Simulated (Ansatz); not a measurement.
## Mn (P63/mmc): total moment held at 2 μB

Computed with DFT, PBE, all-electron PAW with datasets made for the crystal, scalar-relativistic (Ansatz 0.2.0).

Command: `ansatz run input.yaml --threads 1 --pin off --max-ram 3072MiB --backend cpu --events-out ev --progress --plain --runs-dir out`

```yaml
crystal:
  lattice:
    - [2.4836457705, 0.0, 0.0]
    - [-1.2418228852, 2.1509003313, 0.0]
    - [0.0, 0.0, 4.026195]
  atoms:
    - { symbol: Mn, position: [0.6666666667, 0.3333333333, 0.75], spin: 1.0 }
    - { symbol: Mn, position: [0.3333333333, 0.6666666667, 0.25], spin: 1.0 }
magnetization:
  spin_polarized: true
  initial_magnetization: 2.0
  spin_locking: { lock_magnetization: hard }
kpoints:
  mp_grid: { grid: [15, 15, 8] }
scf:
  occupations: { method: fermi_dirac, width: 0.05 }
  lower_state_search: "off"
hamiltonian:
  xc: pbe
  pseudopotentials: { kind: all_electron, datasets: crystal }
output:
  forces: true
  stress: true
  eigenvalues: false
```

The program prints:

```
settings of this run that can trade accuracy for cost: output.eigenvalues: false. Do not mix this run's numbers with those of runs without the same settings; the input reference describes each key
hamiltonian.pseudopotentials.datasets: crystal makes datasets for this crystal and solves the spheres of its atoms anew in each pass: cutoff 320.0 eV, the density's 1280.0 eV; for an error of 0.50 meV an atom under PBE, 1.0 meV for the cell; an energy difference from a run of another recipe may be off by several times the error for the cell, under r2SCAN by more, where some 0.1 meV an atom stays a …
band count auto-derived: 21 (N_el = 30.0; filled up to band 16; 20 by the electrons, moments and atoms)
Engine: ansatz 0.2.0
Pseudopotentials: kind: all_electron
Pseudopotential: Mn, paw, valence charge 15, recommended cutoff 320 eV (normal), crystal/all_electron/pbe/scalar/gaussian/Mn, Koelling and Harmon's equation, gaussian nucleus
Functional definition: PBE
  parameter kappa = 0.804
  parameter beta = 0.06672455060314922
  exchange = pbe_x(kappa = kappa, mu = beta*pi^2/3)
  correlation = pbe_c(beta = beta)
Crystal: 2 atoms, lattice volume = 21.508 Å³
Basis set: ecut = 320 eV, 287 PW (Γ), exchange–correlation on 30×30×48 points (8 copies of the dense FFT grid, shifted against one another)
Bands: 21, of which v1, the nominal top of the filled ones, is band 15 counted from 1 (14 counted from 0)
Symmetry: 24 space group operations
Space group: P63/mmc (ITA 194), of the structure as read, at distance tolerance 2.8e-5 Å
Magnetic group: BNS 194.263 (UNI 1493), of the structure as read, at distance tolerance 2.8e-5 Å
k-points: 135 of 1800
Non-local potential: Mn, projectors of the file, l = 0: 2, l = 1: 2, l = 2: 2
PAW form: soft (Blöchl's): semilocal exchange-correlation on the pseudo side does not see the compensation charge
PAW one-centre angular grid: Mn, 590 points (default); XC on its mesh's 1903 points in the sphere
Initial density: superposition of atomic densities (chi_scale 0.1, normalization cell)
Starting moments: Σ|m| = 2 μB on 2 of 2 sites
Initial wavefunctions: pseudopotential atomic-orbital guess
Functional: x = pbe(κ = 0.804, μ = 0.2195149727645171), c = pbe(β = 0.06672455060314922)
iter 1 solved again at ethr=3.84e-2 eV; its pass at ethr=1.00e-1 eV (dr2=1.15e1 eV) is discarded
SCF iter   1: F=—  HF=-63059.074388 eV  |F-HF|=—  |Δ(HF+E_count)|=         —  Δρ=1.37e-1 (↑1.37e-1 ↓1.27e-1)  dr2=1.17e1  dr2_m=1.13e-2  M=2.000 μB ∫|m|=2.000 μB  β_m=0.30  ethr=3.84e-2  ⟨swp⟩=2.0  Hψ=28096  notcnv=0
[...]
SCF iter   8: F=—  HF=-63055.932189 eV  |F-HF|=—  |Δ(HF+E_count)|=   5.31e-6  Δρ=1.10e-4 (↑8.14e-5 ↓1.10e-4)  dr2=2.75e-6  dr2_m=6.15e-7  M=2.000 μB ∫|m|=2.003 μB  β_m=0.94  ethr=2.55e-8  ⟨swp⟩=3.0  Hψ=11292  notcnv=0
SCF iter   9: F=—  HF=-63055.932192 eV  |F-HF|=—  |Δ(HF+E_count)|=   3.39e-6  Δρ=5.30e-5 (↑5.30e-5 ↓3.85e-5)  dr2=1.35e-6  dr2_m=1.68e-8  M=2.000 μB ∫|m|=2.003 μB  β_m=0.88  ethr=9.15e-9  ⟨swp⟩=3.0  Hψ=11228  notcnv=0
SCF iter  10: F=-63055.932192 eV  HF=-63055.932192 eV  |F-HF|=4.49e-8  |Δ(HF+E_count)|=   2.63e-7  Δρ=1.16e-5 (↑7.00e-6 ↓1.16e-5)  dr2=5.28e-8  dr2_m=1.28e-9  M=2.000 μB ∫|m|=2.003 μB  ethr=4.50e-9  ⟨swp⟩=3.0  Hψ=11749  notcnv=0
SCF 1 converged in 10 iterations: F = -63055.932191 eV  dr2 = 5.28e-8
  Residual-converged pass: ⟨swp⟩=3.5  Hψ=12161  notcnv=0  max |occ|·‖R‖ = 5.2e-6 eV (tolerance 5.3e-6 eV)  dr2=5.33e-8  dr2_m=1.27e-9  dr2_onsite=3.28e-8  max |Δocc| = 2.6e-10
  greatest PAW one-centre occupation: 1.007 electrons in one spin orbital (limit 2), on the Mn atom at site 1 (counted from 0), in its partial waves of l = 1
SCF converged after 10 iterations
Stability checked in part: among states of this total moment the steps that led to this state did not find it unstable. No probe was made; neither looks for a lower state of another moment (fixed_total_moment; see scf.lower_state_search)
Magnetization: 2.0000 μB (16.0000 up, 14.0000 down)
Absolute magnetization: 2.0026 μB (∫|ρ↑−ρ↓|)
Spin contamination: -0.1678 ħ² per cell (⟨S²⟩ above its minimum at these occupations)
Per-site moments (μB) at R_I (Å): [(0.946266568259146, 1.0195283593829112), (0.9462665682591462, 1.0195283593829112)]
Free energy (F): -63055.932191 eV
Harris-Foulkes:  -63055.932191 eV  (|F-HF|=4.49e-8)
Internal energy: -63055.904228 eV  (E = F + TS)
E sigma→0 (E₀):  -63055.918210 eV
Entropy (-TS):   -0.027963 eV (-13.981 meV/atom)
Past the cutoff: the bands carry plane waves up to 1.75 times it, of which those up to 1.5 times it add -0.000733 eV an atom, each by itself; the spheres take 0.000223 eV an atom off the energy for waves past 1.75 times it
By the cutoff:   a pressure is off by up to 0.008 GPa (1.2 times the spheres' own share and the shells' term, over an atom's volume, and 0.004 GPa: a bound that held against runs at twice the plane waves)
Past the cutoffs: a stress includes 0.0003 GPa for waves and charges beyond them, in addition to the slope of what the spheres take
In the spheres:  the bands' charges fall short by 4.7e-7 e at most (sound up to 1e-3)
Fermi energy:    20.718956 (↑ 20.951834, ↓ 20.486078) eV
--- Per-component energies (eV) ---
  E_band       = -302.760276
  E_kinetic    = 303.859910
  E_local      = -1940.130078  (includes V_loc(G=0)·N_el)
  E_nonlocal   = -417.782725
  E_hartree    = 1069.059073
  E_xc         = -103.179619
  E_vxc        = -134.693184  (∫ρ·V_xc dr)
  E_paw        = -64344.910083  (= ΣΔE_a)
  E_vpaw       = -6868.592591  (= ΣTr[D̂ρ^β])
  E_ewald      = -4239.296449
  E_smearing   = -0.027963  (= −TS)
  E_closure    = 6616.475743  (closes the sum)
  Σ components = -63055.932191   (vs F -63055.932191, Δ=0.00e0)
  The terms above E_closure are by the made datasets' own strengths, without shells solved beside the bands.
--- Forces (eV/Å), atoms counted from 1 ---
  atom   1  Mn    -0.00000000     0.00000000     0.00000000
  atom   2  Mn     0.00000000    -0.00000000     0.00000000
  max |Σ_I F_I| component: 0.00e0 eV/Å
--- Stress (GPa, compression-positive) ---
        4.676332       0.000000       0.000000
        0.000000       4.676332       0.000000
        0.000000       0.000000       8.516254
  P = ⅓ Tr σ = 5.9563 GPa (59.563 kbar)
settings of this run that can trade accuracy for cost: output.eigenvalues: false. Do not mix this run's numbers with those of runs without the same settings; the input reference describes each key
```

Site moments (μB): Mn1 0.95, Mn2 0.95. Cell moment 2.00 μB.

The magnetic group in the log treats spin as a scalar label, without spin–orbit coupling.

The Ansatz runs typed with the search for lower states off end where their start leads. These are results for the start and cell typed. The real compound can order otherwise, in a larger cell, or not at all, since semilocal functionals at zero temperature often overstate magnetism.

It took 25 s on 1 thread of Intel(R) Xeon(R) 6975P-C (Granite Rapids) (shared host), peak memory 0.71 GiB.
